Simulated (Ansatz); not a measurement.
Write the native input for Ansatz 0.2.0 that does the following.

```yaml
Task: elastic constants
Functional: LDA
Potentials_or_basis: Ansatz PAW
Cutoff: "420 eV (not typed: the program's choice for these potentials)"
k_mesh: 7 × 7 × 7
Occupations: fermi-dirac, width 0.05 eV
Spin: no spin polarisation
Atoms_under_strain: relaxed
```

InAs:

```xyz
2
Lattice="0.0000 3.0180 3.0180 3.0180 0.0000 3.0180 3.0180 3.0180 0.0000" Properties=species:S:1:pos:R:3 pbc="T T T"
In    0.0000    0.0000    0.0000
As    4.5270    4.5270    4.5270
```

These files were run (other wordings do the same):

input.yaml

```yaml
crystal:
  lattice:
    - [0.0, 3.018, 3.018]
    - [3.018, 0.0, 3.018]
    - [3.018, 3.018, 0.0]
  atoms:
    - { symbol: In, position: [0.0, 0.0, 0.0] }
    - { symbol: As, position: [0.75, 0.75, 0.75] }
hamiltonian:
  xc: lda
  pseudopotentials: { kind: paw }
kpoints:
  mp_grid: { grid: [7, 7, 7] }
scf:
  occupations: { method: fermi_dirac, width: 0.05 }
output:
  forces: true
  stress: true
elastic:
  mode: relaxed_ion
  stencil: two_point
```

Potentials or basis: Ansatz PAW.

Command:

```console
$ ansatz run input.yaml --threads 2 --pin off --max-ram 5120MiB --backend cpu --events-out ev --progress --plain --runs-dir out
```

Results of the run:

* Pressure: -0.3 GPa
* Band gap on the k mesh: none (metal or under the smearing width)
* Elastic constants C11, C12, C44: 82, 47, 36 GPa
* Voigt bulk modulus: 59 GPa

Caveat: elastic constants of metals need much finer meshes, so these are rough; the PAW data sets come from PBE, with cores solved anew for the run's functional, which leaves a small shift of forces and pressure; this crystal is a semiconductor, whose small gap the functional closes, so the metal is an error of the method.

Wall time 23 s on 2 threads of Arm Neoverse V1, with other jobs on the host, peak memory 0.4 GiB.
